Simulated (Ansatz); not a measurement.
# Ir: the cost of one run

Computed with Ansatz 0.2.0 (DFT PBE, scalar-relativistic, plane waves, PAW, unless a step's input says otherwise).

1 further run of the same task is left out (set aside as unsound or not needed).

### Step 1. The system as given

It takes space group Fm-3m (No. 225, cubic). The conventional cell has a = 3.839 Å, b = 3.839 Å, c = 3.839 Å, α = 90.00°, β = 90.00°, γ = 90.00°. Around Ir (site symmetry m-3m) lie 12 Ir at 2.71 Å.

As a file:

```xyz
1
Lattice="0.0000 1.9197 1.9197 1.9197 0.0000 1.9197 1.9197 1.9197 0.0000" Properties=species:S:1:pos:R:3 pbc="T T T"
Ir    0.0000    0.0000    0.0000
```

The structure comes from the Crystallography Open Database.

### Step 2. Random moves and strain, cell strained

Against the listed cell: strain xx, yy, zz, yz, xz, xy = +1.8, +0.8, -1.7, -0.1, +0.0, +1.1 %.

Input file input.yaml:

```yaml
crystal:
  lattice:
    - [0.020080062, 1.933118703, 1.88456949]
    - [1.953409932, 0.01785321, 1.886796342]
    - [1.974680208, 1.956615831, -0.003417066]
  atoms:
    - { symbol: Ir, position: [0.0, 0.0, 0.0] }
basis:
  ecutwfc: 420
kpoints:
  mp_grid: { grid: [16, 16, 16] }
hamiltonian:
  xc: pbe
scf:
  occupations: { method: gaussian, width: 0.1 }
output:
  forces: true
  stress: true
  eigenvalues: true
```

On the command line:

```console
$ ansatz run input.yaml --threads 1 --pin off --max-ram 1331MiB --backend cpu --events-out ev --progress --plain --runs-dir out
```

What time and memory should one allow on 1 thread of an x86-64 CPU, shared host?

About 45 s, with a peak of 0.66 GiB.
